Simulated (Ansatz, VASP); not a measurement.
One calculation of KF, two programs

Contents of INCAR:

```
  ALGO = Fast
  EDIFF = 1E-6
  ENCUT = 520
  GGA = PS
  ISIF = 2
  ISMEAR = 0
  LASPH = T
  LCHARG = F
  LREAL = F
  LWAVE = F
  NBANDS = 15
  NELM = 100
  PREC = Accurate
  SIGMA = 0.01
```

The input KPOINTS:

```
k-points
0
Gamma
  6 6 6
```

POSCAR

```
KF
1.0
    0.0000000000      2.9354014290      2.9354014290
    2.9354014290      0.0000000000      2.9354014290
    2.9354014290      2.9354014290      0.0000000000
K F
1 1
Direct
    0.0000000000      0.0000000000      0.0000000000
    0.2500000000      0.2500000000      0.2500000000
```

Input for Ansatz:

```yaml
crystal:
  lattice:
    - [0.0, 2.935401429, 2.935401429]
    - [2.935401429, 0.0, 2.935401429]
    - [2.935401429, 2.935401429, 0.0]
  atoms:
    - { symbol: K, position: [0.0, 0.0, 0.0] }
    - { symbol: F, position: [0.25, 0.25, 0.25] }
kpoints:
  mp_grid: { grid: [6, 6, 6] }
hamiltonian:
  xc: pbesol
scf:
  occupations: { method: fixed }
  n_extra_bands: 4
output:
  forces: true
  stress: true
  eigenvalues: true
  write_density: true
  write_potential: true
  elf: true
  volumetric_format: npy
```

The cell was built by a generator and needn't be a form met in nature.

Alike in both runs: task single point; functional PBEsol; k mesh 6 × 6 × 6; no spin polarisation.

|  | VASP | Ansatz |
| --- | --- | --- |
| version | VASP 6.6.1 | Ansatz 0.2.0 |
| potentials or method | VASP PAW PBE potentials, release 64 (K_sv, F) | plane waves, PAW |
| plane-wave cutoff (eV) | 520 | 420 |
| occupations | gaussian, width 0.01 eV | fixed |
| valence electrons in the cell | 16 | 16 |

```tsv
	VASP	Ansatz	Ansatz less VASP
gap on the k mesh at the Fermi level (eV)	5.21	5.22	+0.011
pressure (GPa)	-0.2	-0.3	-0.05
```

Caveats: the PAW data sets were made with another functional, which shifts forces and pressure a little (VASP). A k mesh can miss the band edges. PBEsol gaps usually lie below the measured ones, often by a third to a half.
